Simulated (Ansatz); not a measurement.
**InAs (rocksalt type): how the settings move a single-point run**

Aim: see which settings change the result for InAs (rocksalt type), by how much, and at what cost.

Computed with Ansatz 0.2.0 (reference: DFT, LDA, all-electron LAPW, scalar-relativistic, unless a step's input says otherwise).

**1. The structure to begin with**

Symmetry: Fm-3m, No. 225, cubic system. Conventional cell: a = 4.828 Å, b = 4.828 Å, c = 4.828 Å, α = 90.00°, β = 90.00°, γ = 90.00°. Around In (site symmetry m-3m) lie 6 As at 2.41 Å. As (site symmetry m-3m) is surrounded by 6 In at 2.41 Å.

As a file:

```cif
data_structure
_symmetry_space_group_name_H-M 'Fm-3m'
_symmetry_Int_Tables_number 225
_cell_length_a 4.8280
_cell_length_b 4.8280
_cell_length_c 4.8280
_cell_angle_alpha 90.000
_cell_angle_beta 90.000
_cell_angle_gamma 90.000
_cell_volume 112.54
loop_
_atom_site_label
_atom_site_type_symbol
_atom_site_symmetry_multiplicity
_atom_site_Wyckoff_symbol
_atom_site_fract_x
_atom_site_fract_y
_atom_site_fract_z
_atom_site_occupancy
In1 In 4 a 0.00000 0.00000 0.00000 1
As1 As 4 b 0.50000 0.00000 0.00000 1
```

**2. The reference run**

The input, input.yaml:

```yaml
crystal:
  lattice:
    - [0.0, 2.4140098864, 2.4140098864]
    - [2.4140098864, 0.0, 2.4140098864]
    - [2.4140098864, 2.4140098864, 0.0]
  atoms:
    - { symbol: In, position: [0.0, 0.0, 0.0] }
    - { symbol: As, position: [0.5, 0.5, 0.5] }
kpoints:
  mp_grid: { grid: [13, 13, 13] }
scf:
  occupations: { method: fermi_dirac, width: 0.1 }
hamiltonian:
  xc: lda
  pseudopotentials: { kind: all_electron, lapw: { basis_error: 0.001 } }
output:
  forces: true
  stress: true
  eigenvalues: true
  populations: true
```

Launch:

```console
$ ansatz run input.yaml --threads 1 --pin off --max-ram 2048MiB --backend cpu --events-out ev --progress --plain --runs-dir out
```

**3. Changed: dispersion d3bj**

Edit input.yaml of step 2 so:

```diff
@@ -15,2 +15,3 @@
   pseudopotentials: { kind: all_electron, lapw: { basis_error: 0.001 } }
+  dispersion: d3bj
 output:
```

What does the calculation give? Wanted: for each run, ending; energy change; pressure; gap; force.

**Answer**, as computed:

| run | ending | energy change | pressure (GPa) | gap (eV) | force (eV/Å) | cycles | time |
| --- | --- | --- | --- | --- | --- | --- | --- |
| reference | converged | 0 | 98.3 | 0.00 | 0.00 | 9 | 36 s |
| 1: dispersion d3bj | converged | -645.5 meV/atom (offset of the dispersion model) | 90.7 | 0.00 | 0.00 | 9 | 36 s |

Residual by cycle in the longest SCF loop of each run; runs are numbered as in the table. The quantity is the density residual dr2, in eV.

| cycle | reference | run 1 |
| --- | --- | --- |
| 1 | 0.719 | 0.719 |
| 2 | 0.286 | 0.286 |
| 3 | 0.1 | 0.1 |
| 4 | 0.0103 | 0.0103 |
| 5 | 2.1e-4 | 2.1e-4 |
| 6 | 6.3e-5 | 6.3e-5 |
| 7 | 1.4e-5 | 1.4e-5 |
| 8 | 6.9e-7 | 6.9e-7 |
| 9 | 8.6e-8 | 8.6e-8 |

**Reading.** The energy moves by -645.5 meV/atom, nearly all of it the dispersion term itself (-645.5 meV/atom); that offset belongs to the model and is no gain or loss of stability; the pressure goes from 98.3 to 90.7 GPa. The damping parameters are borrowed, as the log notes. Semilocal functionals close small gaps, so the missing gap need not be the real solid's. The structure is not at rest: the sound run finds 98 GPa, so these are no properties of the relaxed crystal. 
